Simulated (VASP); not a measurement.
Runs of VASP 6.6.1 on BAs. Symmetry: F-43m, No. 216, cubic system. The conventional cell has a = 4.777 Å, b = 4.777 Å, c = 4.777 Å, α = 90.00°, β = 90.00°, γ = 90.00°. B (site symmetry -43m) is surrounded by 4 As at 2.07 Å. As (site symmetry -43m) is surrounded by 4 B at 2.07 Å. 

```csv
task,cell,gap on the mesh (eV),pressure (GPa)
relaxation of the atoms,atoms relaxed from: a relaxed cell with its volume scaled by 0.94,1.01,10.0
relaxation of the atoms,atoms relaxed from: a relaxed cell with its volume scaled by 1.06,(a),-7.2
relaxation of cell and atoms,relaxed,1.08,0.1
relaxation of the atoms,atoms relaxed from: a relaxed cell with its volume scaled by 1.02,1.10,-2.6
relaxation of the atoms,atoms relaxed from: a relaxed cell with its volume scaled by 0.96,(b),6.3
relaxation of the atoms,atoms relaxed from: a relaxed cell with its volume scaled by 0.98,1.06,3.0
relaxation of the atoms,atoms relaxed,1.08,0.1
relaxation of the atoms,atoms relaxed from: a relaxed cell with its volume scaled by 1.04,1.11,-5.1
```

Alike in all rows: level PBEsol; potentials or basis VASP PAW PBE potentials, release 64 (B, As); no spin polarisation; k mesh 10 × 10 × 10; cutoff (eV) 600; smearing gaussian 0.03 eV.

Question: Estimate the missing entries.

Answer: (a) 1.13; (b) 1.03.

Caveats: the relaxation stopped at its first step, so nothing moved; the PAW data sets were made with another functional, which shifts forces and pressure a little.

A k mesh can miss the band edges, and the runs leave out spin-orbit coupling on As.
